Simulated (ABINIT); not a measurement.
# WC (Qusongite) (P-6m2) in ABINIT: further runs

One crystal, WC (Qusongite), is run at these levels: LDA; tasks: relaxation of cell and atoms, single point.

Everything below comes from runs of ABINIT 10.8.3 (patched build). Logs are shortened: lines on timing, memory, paths and dates and some standing lists are left out, and cuts for length are marked. The log counts tension as positive stress, the text compression.

## (1) The structure

Symmetry: P-6m2, No. 187, hexagonal system. Conventional cell: a = 2.907 Å, b = 2.907 Å, c = 2.837 Å, α = 90.00°, β = 90.00°, γ = 120.00°. Around W (site symmetry -6m2) lie 6 C at 2.20 Å. C (site symmetry -6m2) has 6 W at 2.20 Å as nearest neighbours.

## (2) Relaxation of cell and atoms, LDA

Input file run.abi:

```
# Pseudopotentials
pp_dirpath "./"
pseudos "W.upf, C.upf"

# Structure
acell 5.4924889812 5.4924889812 5.3603971251
rprim
     1.0000000000     0.0000000000     0.0000000000
    -0.5000000000     0.8660254038     0.0000000000
     0.0000000000     0.0000000000     1.0000000000
ntypat 2
znucl 74 6
natom 2
typat 1 2
chkprim 0
chksymtnons 0
tolsym 1.0e-6
xred
            0.0            0.0            0.0
            2/3            1/3            1/2

# Plane-wave basis
ecut 41.0
ecutsm 0.5

# k points
kptopt 1
ngkpt 8 8 7
nshiftk 1
shiftk 0.0 0.0 0.0

# Exchange and correlation
ixc 7

# Bands and occupations
nband 13
occopt 3
tsmear 0.00183747

# SCF cycle
nstep 80
tolvrs 1.0e-12

# Output
iomode 3
prteig 0
prtebands 0
prtwf 0
prtden 0

# Relaxation
ionmov 2
optcell 2
ntime 50
tolmxf 2.0e-5
dilatmx 1.08
```

Potentials or basis: PseudoDojo NC SR LDA v0.4.1 standard.

The run is started by

```
> mpirun --bind-to none -np 4 abinit run.abi > log 2>&1
```

run.abo:

```text
.Version 10.8.3 of ABINIT
 Symmetries : space group P-6 m 2 (#187); Bravais hP (primitive hexag.)
================================================================================
 Values of the parameters that define the memory need of the present run
     intxc =       0    ionmov =       2      iscf =       7    lmnmax =       8
     lnmax =       8     mgfft =      36  mpssoang =       4    mqgrid =    3001
     natom =       2  nloc_mem =       1    nspden =       1   nspinor =       1
    nsppol =       1      nsym =      12    n1xccc =    2501    ntypat =       2
    occopt =       3   xclevel =       1
       mpw =        2261          nfft =       46656          nkpt =          40
================================================================================
================================================================================

--------------------------------------------------------------------------------
------------- Echo of variables that govern the present computation ------------
--------------------------------------------------------------------------------
 -outvars: echo values of preprocessed input variables --------
            acell      5.4924889812E+00  5.4924889812E+00  5.3603971251E+00 Bohr
              amu      1.83850000E+02  1.20110000E+01
          chkprim           0
      chksymtnons           0
          dilatmx      1.08000000E+00
             ecut      4.10000000E+01 Hartree
           ecutsm      5.00000000E-01 Hartree
           ionmov           2
              ixc           7
         kptrlatt        8    0    0      0    8    0      0    0    7
          kptrlen      3.75227799E+01
            natom           2
            nband          13
            ngfft          36      36      36
             nkpt          40
            nstep          80
             nsym          12
            ntime          50
           ntypat           2
           occopt           3
          optcell           2
           prtden           0
        prtebands           0
           prteig           0
            prtwf           0
            rprim      1.0000000000E+00  0.0000000000E+00  0.0000000000E+00
                      -5.0000000000E-01  8.6602540380E-01  0.0000000000E+00
                       0.0000000000E+00  0.0000000000E+00  1.0000000000E+00
          spgroup         187
           tolmxf      2.00000000E-05
           tolsym      1.00000000E-06
           tolvrs      1.00000000E-12
           tsmear      1.83747000E-03 Hartree
            typat      1  2
           xangst      0.0000000000E+00  0.0000000000E+00  0.0000000000E+00
                       1.4532499990E+00  8.3903427814E-01  1.4182999990E+00
            xcart      0.0000000000E+00  0.0000000000E+00  0.0000000000E+00
                       2.7462444906E+00  1.5855449959E+00  2.6801985626E+00
             xred      0.0000000000E+00  0.0000000000E+00  0.0000000000E+00
                       6.6666666667E-01  3.3333333333E-01  5.0000000000E-01
            znucl       74.00000    6.00000

================================================================================

 chkinp: Checking input parameters for consistency.

================================================================================
== DATASET  1 ==================================================================

--- !DatasetInfo
iteration_state: {dtset: 1, }
dimensions: {natom: 2, nkpt: 40, mband: 13, nsppol: 1, nspinor: 1, nspden: 1, mpw: 2261, }
cutoff_energies: {ecut:  41.0, pawecutdg:  -1.0, }
electrons: {nelect:   1.80000000E+01, charge:   0.00000000E+00, occopt:   3.00000000E+00, tsmear:   1.83747000E-03, }
meta: {optdriver: 0, ionmov: 2, optcell: 2, iscf: 7, paral_kgb: 0, }
...

 Exchange-correlation functional for the present dataset will be:
  LDA: Perdew-Wang 92 LSD fit to Ceperley-Alder data - ixc=7
  J.P.Perdew and Y.Wang, PRB 45, 13244 (1992)

 Real(R)+Recip(G) space primitive vectors, cartesian coordinates (Bohr,Bohr^-1):
 R(1)=  5.4924890  0.0000000  0.0000000  G(1)=  0.1820668  0.1051163  0.0000000
 R(2)= -2.7462445  4.7566350  0.0000000  G(2)=  0.0000000  0.2102327  0.0000000
 R(3)=  0.0000000  0.0000000  5.3603971  G(3)=  0.0000000  0.0000000  0.1865533
 Unit cell volume ucvol=  1.4004448E+02 bohr^3
 Angles (23,13,12)=  9.00000000E+01  9.00000000E+01  1.20000000E+02 degrees

 getcut: wavevector=  0.0000  0.0000  0.0000  ngfft=  36  36  36
         ecut(hartree)=     47.822   => boxcut(ratio)=   2.10549

--- Pseudopotential description ------------------------------------------------
- pspini: atom type   1  psp file is ./W.upf
  74.00000  14.00000  180309                  znucl, zion, pspdat
12 -1012 3 -1 1380                            pspcod,pspxc,lmax,lloc,mmax
     nproj     2     2     2     2

- pspini: atom type   2  psp file is ./C.upf
   6.00000   4.00000  180309                  znucl, zion, pspdat
12 -1012 1 -1 1234                            pspcod,pspxc,lmax,lloc,mmax
     nproj     2     2     0     0

   2.81287878E+02                                ecore*ucvol(ha*bohr**3)
--------------------------------------------------------------------------------

================================================================================

=== [ionmov= 2] Broyden-Fletcher-Goldfarb-Shanno method (forces)
================================================================================

--- Iteration: ( 1/50) Internal Cycle: (1/1)
--------------------------------------------------------------------------------

---SELF-CONSISTENT-FIELD CONVERGENCE--------------------------------------------

--- !BeginCycle
iteration_state: {dtset: 1, itime: 1, icycle: 1, }
solver: {iscf: 7, nstep: 80, nline: 4, wfoptalg: 0, }
tolerances: {tolvrs: 1.00E-12, }
...

     iter   Etot(hartree)      deltaE(h)  residm     vres2
 ETOT  1  -81.813591812214    -8.181E+01 3.024E-01 8.448E+02
 ETOT  2  -81.725397998002     8.819E-02 3.923E-02 1.516E+03
 ETOT  3  -81.975910967669    -2.505E-01 1.477E-02 1.353E+00
 ETOT  4  -81.976273977207    -3.630E-04 6.869E-03 1.359E-01
 ETOT  5  -81.976273420908     5.563E-07 2.214E-03 1.036E-01
 ETOT  6  -81.976289607580    -1.619E-05 8.903E-04 7.786E-03
 ETOT  7  -81.976290978731    -1.371E-06 5.380E-04 9.014E-06
 ETOT  8  -81.976290980148    -1.416E-09 4.022E-04 2.300E-07
 ETOT  9  -81.976290980171    -2.342E-11 3.320E-04 2.413E-08
 ETOT 10  -81.976290980174    -2.984E-12 2.238E-04 1.812E-10
 ETOT 11  -81.976290980175    -1.350E-12 1.894E-04 4.605E-12
 ETOT 12  -81.976290980174     1.037E-12 1.220E-04 4.529E-16
[... 435 lines left out ...]
 Gradient of E wrt nuclear positions in reduced coordinates (gred)
  2.15411617852351E-27 -1.47548547320167E-43  0.00000000000000E+00
 -2.15411617852351E-27  1.47548547320167E-43 -0.00000000000000E+00
 Scale of Primitive Cell (acell) [bohr]
  5.44848011411159E+00  5.44848011418501E+00  5.30852468201590E+00
 Real space primitive translations (rprimd) [bohr]
  5.44848011411159E+00  0.00000000000000E+00  0.00000000000000E+00
 -2.72424005705579E+00  4.71852219091976E+00  0.00000000000000E+00
  0.00000000000000E+00  0.00000000000000E+00  5.30852468201590E+00
 Unitary Cell Volume (ucvol) [Bohr^3]=  1.36475663049810E+02
 Angles (23,13,12)= [degrees]
  9.00000000000000E+01  9.00000000000000E+01  1.19999999999554E+02
 Lengths [Bohr]
  5.44848011411159E+00  5.44848011418501E+00  5.30852468201590E+00
 Stress tensor in cartesian coordinates (strten) [Ha/bohr^3]
 -1.87515612065647E-09  0.00000000000000E+00  0.00000000000000E+00
  0.00000000000000E+00 -1.87569885838623E-09  0.00000000000000E+00
  0.00000000000000E+00  0.00000000000000E+00 -1.39582292208937E-07
 Total energy (etotal) [Ha]= -8.19769502865313E+01

 Difference of energy with previous step (new-old):
           Absolute (Ha)=-3.44431E-09
           Relative     =-4.20156E-11

 At Broyd/MD step   5, gradients are converged :
  max grad (force/stress) = 1.3958E-05 < tolmxf= 2.0000E-05 ha/bohr (free atoms)

================================================================================

 ----iterations are completed or convergence reached----

 Mean square residual over all n,k,spin=   25.118E-14; max=  12.985E-11
 reduced coordinates (array xred) for    2 atoms
      -0.000000000000     -0.000000000000      0.000000000000
       0.666666666667      0.333333333333      0.500000000000
 rms dE/dt=  1.7588E-27; max dE/dt=  0.0000E+00; dE/dt below (all hartree)
    1       0.000000000000      0.000000000000      0.000000000000
    2      -0.000000000000      0.000000000000      0.000000000000

 cartesian coordinates (angstrom) at end:
    1     -0.00000000000000    -0.00000000000000     0.00000000000000
    2      1.44160575424501     0.83231147029363     1.40457514166657

 cartesian forces (hartree/bohr) at end:
    1     -0.00000000000000    -0.00000000000000    -0.00000000000000
    2      0.00000000000000     0.00000000000000    -0.00000000000000
 frms,max,avg= 2.6357395E-28 3.9536093E-28   0.000E+00  0.000E+00  0.000E+00 h/b

 cartesian forces (eV/Angstrom) at end:
    1     -0.00000000000000    -0.00000000000000    -0.00000000000000
    2      0.00000000000000     0.00000000000000    -0.00000000000000
 frms,max,avg= 1.3553518E-26 2.0330277E-26   0.000E+00  0.000E+00  0.000E+00 e/A
 length scales=  5.448480114112  5.448480114185  5.308524682016 bohr
              =  2.883211508490  2.883211508529  2.809150283333 angstroms
 Fermi (or HOMO) energy (hartree) =   0.65635   Average Vxc (hartree)=  -0.53583
 Eigenvalues (hartree) for nkpt=  40  k points:
 kpt#   1, nband= 13, wtk=  0.00223, kpt=  0.0000  0.0000  0.0000 (reduced coord)
  -2.06592   -0.74237   -0.73773   -0.73773    0.11701    0.48654    0.52330    0.52330
   0.65477    0.77203    0.77203    0.86119    0.86119
      occupation numbers for kpt#   1
   2.00000    2.00000    2.00000    2.00000    2.00000    2.00000    2.00000    2.00000
   1.40692    0.00000    0.00000    0.00000    0.00000
 prteigrs : prtvol=0 or 1, do not print more k-points.

--- !EnergyTerms
iteration_state     : {dtset: 1, itime: 5, icycle: 1, }
comment             : Components of total free energy in Hartree
kinetic             :  2.45400883332250E+01
hartree             :  8.58893752435288E+00
xc                  : -1.86677911578910E+01
Ewald energy        : -6.65799340209117E+01
psp_core            :  2.06108453409615E+00
local_psp           : -4.44103514220012E+01
non_local_psp       :  1.24910791980193E+01
internal            : -8.19768870111105E+01
'-kT*entropy'       : -6.32754208510878E-05
total_energy        : -8.19769502865313E+01
total_energy_eV     : -2.23070645751439E+03
band_energy         : -4.06931389633731E+00
...

 Cartesian components of stress tensor (hartree/bohr^3)
  sigma(1 1)= -1.87515612E-09  sigma(3 2)=  0.00000000E+00
  sigma(2 2)= -1.87569886E-09  sigma(3 1)=  0.00000000E+00
  sigma(3 3)= -1.39582292E-07  sigma(2 1)=  0.00000000E+00

-Cartesian components of stress tensor (GPa)         [Pressure=  1.4057E-03 GPa]
- sigma(1 1)= -5.51689978E-05  sigma(3 2)=  0.00000000E+00
- sigma(2 2)= -5.51849657E-05  sigma(3 1)=  0.00000000E+00
- sigma(3 3)= -4.10665282E-03  sigma(2 1)=  0.00000000E+00

== END DATASET(S) ==============================================================
================================================================================

 -outvars: echo values of variables after computation  --------
            acell      5.4484801141E+00  5.4484801142E+00  5.3085246820E+00 Bohr
           etotal     -8.1976950287E+01
            fcart     -3.9536093248E-28 -2.2826174079E-28 -0.0000000000E+00
                       3.9536093248E-28  2.2826174079E-28 -0.0000000000E+00
            rprim      1.0000000000E+00  0.0000000000E+00  0.0000000000E+00
                      -4.9999999999E-01  8.6602540379E-01  0.0000000000E+00
                       0.0000000000E+00  0.0000000000E+00  1.0000000000E+00
           strten     -1.8751561207E-09 -1.8756988584E-09 -1.3958229221E-07
                       0.0000000000E+00  0.0000000000E+00  0.0000000000E+00
           xangst     -2.3825938668E-28 -1.3755912103E-28  0.0000000000E+00
                       1.4416057542E+00  8.3231147029E-01  1.4045751417E+00
             xred     -1.1018240642E-28 -5.5091203211E-29  0.0000000000E+00
                       6.6666666667E-01  3.3333333333E-01  5.0000000000E-01
 Calculation completed.
```

It took 33 s on 4 MPI ranks of Intel Xeon Platinum 8488C (Sapphire Rapids), shared host; peak memory 0.28 GiB.

Results:

```
Free energy                            : -2230.7065 eV
Relaxed volume                         : 10.11 Å³/atom
Relaxed cell                           : a = 2.883 Å, b = 2.883 Å, c = 2.809 Å, α = 90.00°, β = 90.00°, γ = 120.00°
Space group after relaxing (to 0.05 Å) : P-6m2 (No. 187)
Energy gained by relaxing              : 9.0 meV/atom
Ionic steps                            : 5
Pressure after relaxing                : 0.0 GPa
Band gap on the k mesh                 : none (metal or under the smearing width)
```

The path:
```csv
step,energy change (eV),largest force (eV/Å),pressure (GPa),volume (Å³)
1,0.0000,0.0000,-10.50,20.75
2,-0.0167,0.0000,2.86,20.09
3,-0.0179,0.0000,-0.10,20.23
4,-0.0179,0.0000,-0.01,20.22
5,-0.0179,0.0000,0.00,20.22
```

Final structure:
```
W C
1.0
     2.88321    0.00000    0.00000
    -1.44161    2.49693    0.00000
     0.00000    0.00000    2.80915
W C
1 1
Direct
  0.00000 0.00000 0.00000
  0.66667 0.33333 0.50000
```

The run has no spin-orbit coupling, so splittings on W are missing. LDA usually gives volumes a few per cent too small.

## (3) Single point, LDA (cell relaxed)

Input file run.abi:

```
pp_dirpath "./"
pseudos "W.upf, C.upf"

acell 3*1.0 Angstrom
rprim
     2.8832115100     0.0000000000     0.0000000000
    -1.4416057600     2.4969344100     0.0000000000
     0.0000000000     0.0000000000     2.8091502900
ntypat 2
znucl 74 6
natom 2
typat 1 2
xred
     0.0000000000     0.0000000000     0.0000000000
     0.6666666700     0.3333333300     0.5000000000
chkprim 0
chksymtnons 0
tolsym 1.0e-6

ecut 1115.666836 eV

kptopt 1
ngkpt 8 8 7
nshiftk 1
shiftk 0.0 0.0 0.0

ixc 7

nband 13
occopt 3
tsmear 0.00183747

nstep 100
tolvrs 1.0e-10

iomode 3
prtwf 0
prtden 0
prteig 0
prtebands 0
enunit 2
```

Potentials or basis: PseudoDojo NC SR LDA v0.4.1 standard.

The run is started by

```
> mpirun --bind-to none -np 4 abinit run.abi > log 2>&1
```

run.abo:

```text
.Version 10.8.3 of ABINIT
 Symmetries : space group P-6 m 2 (#187); Bravais hP (primitive hexag.)
================================================================================
 Values of the parameters that define the memory need of the present run
     intxc =       0    ionmov =       0      iscf =       7    lmnmax =       8
     lnmax =       8     mgfft =      32  mpssoang =       4    mqgrid =    3001
     natom =       2  nloc_mem =       1    nspden =       1   nspinor =       1
    nsppol =       1      nsym =      12    n1xccc =    2501    ntypat =       2
    occopt =       3   xclevel =       1
       mpw =        1730          nfft =       32768          nkpt =          40
================================================================================
================================================================================

--------------------------------------------------------------------------------
------------- Echo of variables that govern the present computation ------------
--------------------------------------------------------------------------------
 -outvars: echo values of preprocessed input variables --------
            acell      1.8897261259E+00  1.8897261259E+00  1.8897261259E+00 Bohr
              amu      1.83850000E+02  1.20110000E+01
          chkprim           0
      chksymtnons           0
             ecut      4.10000000E+01 Hartree
           enunit           2
              ixc           7
         kptrlatt        8    0    0      0    8    0      0    0    7
          kptrlen      3.71596729E+01
[... 175 lines left out ...]
comment             : Components of total free energy in Hartree
kinetic             :  2.45401089547045E+01
hartree             :  8.58893533777742E+00
xc                  : -1.86677927680395E+01
Ewald energy        : -6.65799339669932E+01
psp_core            :  2.06108452885236E+00
local_psp           : -4.44103636375341E+01
non_local_psp       :  1.24910689109259E+01
internal            : -8.19768926403066E+01
'-kT*entropy'       : -6.32706401731639E-05
total_energy        : -8.19769559109467E+01
total_energy_eV     : -2.23070661056253E+03
band_energy         : -4.06932047989163E+00
...

 Cartesian components of stress tensor (hartree/bohr^3)
  sigma(1 1)=  4.78234930E-06  sigma(3 2)=  0.00000000E+00
  sigma(2 2)=  4.78237524E-06  sigma(3 1)=  0.00000000E+00
  sigma(3 3)=  4.82250865E-06  sigma(2 1)=  3.02510871E-11

-Cartesian components of stress tensor (GPa)         [Pressure= -1.4110E-01 GPa]
- sigma(1 1)=  1.40701574E-01  sigma(3 2)=  0.00000000E+00
- sigma(2 2)=  1.40702337E-01  sigma(3 1)=  0.00000000E+00
- sigma(3 3)=  1.41883103E-01  sigma(2 1)=  8.90017709E-07

== END DATASET(S) ==============================================================
================================================================================

 -outvars: echo values of variables after computation  --------
            acell      1.8897261259E+00  1.8897261259E+00  1.8897261259E+00 Bohr
           etotal     -8.1976955911E+01
            fcart     -0.0000000000E+00 -1.4608751416E-26 -0.0000000000E+00
                      -0.0000000000E+00  1.4608751416E-26 -0.0000000000E+00
            rprim      2.8832115100E+00  0.0000000000E+00  0.0000000000E+00
                      -1.4416057600E+00  2.4969344100E+00  0.0000000000E+00
                       0.0000000000E+00  0.0000000000E+00  2.8091502900E+00
           strten      4.7823492990E-06  4.7823752386E-06  4.8225086523E-06
                       0.0000000000E+00  0.0000000000E+00  3.0251087051E-11
           xangst      0.0000000000E+00  0.0000000000E+00  0.0000000000E+00
                       1.4416057533E+00  8.3231147000E-01  1.4045751450E+00
             xred      0.0000000000E+00  0.0000000000E+00  0.0000000000E+00
                       6.6666666667E-01  3.3333333333E-01  5.0000000000E-01
 Calculation completed.
```

Run time: 6.6 s. Hardware: 4 MPI ranks of Intel Xeon Platinum 8488C (Sapphire Rapids), shared host; peak memory 0.28 GiB.

What came out:

- Free energy: -2230.7066 eV
- Pressure: -0.1 GPa
- Band gap on the k mesh: none (metal or under the smearing width)
- Valence electrons inside the program's atomic spheres: W 10.25; C 4.13

Levels at points of the mesh, in eV from the Fermi level:
```tsv
k point	band 5	band 6	band 7	band 8	band 9	band 10	band 11	band 12	band 13
(0.00, 0.00, 0.00)	-14.68	-4.62	-3.62	-3.62	-0.04	3.15	3.15	5.57	5.58
(0.50, 0.00, 0.00)	-11.22	-7.27	-3.89	-3.85	-0.63	2.23	4.49	4.85	6.83
```
